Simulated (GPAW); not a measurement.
**WS2 in GPAW: convergence with bands over the usual count**

Input of the first run (bands over the usual count 0.72); the others differ in this setting and in those tied to it:

Contents of run.py:

```python
from ase import Atoms
from ase.dft.bandgap import bandgap
from ase.io import write
from ase.units import GPa
from gpaw import GPAW, PW

atoms = Atoms(['W', 'S', 'S'],
              cell=[[3.1835163552, 0.0, 0.0],
                    [-1.5917581776, 2.7570060369, 0.0],
                    [0.0, 0.0, 16.95057789]],
              scaled_positions=[[0.0, 0.0, 0.0],
                                [0.3333333333, 0.6666666667, 0.09200051],
                                [0.3333333333, 0.6666666667, 0.90799949]],
              pbc=True)

calc = GPAW(mode=PW(600),
            xc='PBE',
            kpts={'size': (6, 6, 1), 'gamma': True},
            occupations={'name': 'fermi-dirac', 'width': 0.05},
            nbands=18,
            convergence={'density': 1e-05, 'energy': 1e-05},
            maxiter=100,
            txt='gpaw.txt')
atoms.calc = calc
energy = atoms.get_potential_energy()
forces = atoms.get_forces()
stress = atoms.get_stress()
calc.write('gs.gpw')
write('result.traj', atoms)
print(f'Energy: {energy:.6f} eV')
print('Forces (eV/A):')
print(forces.round(4))
print('Stress (GPa):', (stress / GPa).round(3))
print('Fermi level:', round(calc.get_fermi_level(), 4), 'eV')
print(f'Gap: {bandgap(calc)[0]:.4f} eV, direct: {bandgap(calc, direct=True)[0]:.4f} eV')
```

Potentials or basis: GPAW PAW data sets (gpaw-data 1.2.1), pw.

The run is started by

```sh
$ OMP_NUM_THREADS=1 python run.py
```

Hardware: 1 thread of Arm Neoverse V1, with other jobs on the host.

```
bands over the usual count  energy less the tightest run, at zero smearing (meV/atom)  SCF cycles  CPU time (s)  peak memory (GiB)
                      0.72                                                       0.00          16            20               0.19
                       0.8                                                       0.00          15            21               0.19
                       0.9                                                       0.00          13            21               0.19
                         1                                                       0.00          13            22                0.2
                       1.3                                                       0.00          10            24                0.2
                       1.7                                                       0.00          11            32               0.21
                       2.5                                                       0.00          12            53               0.22
```

Against the tightest run, the energy stays within 1 meV/atom from 0.72 on. The tightest run that finished is the yardstick and may itself not be fully converged.

Caveat, for the tightest run too: the k mesh is coarse; spin-orbit coupling is left out, which moves the levels of the heavy elements.
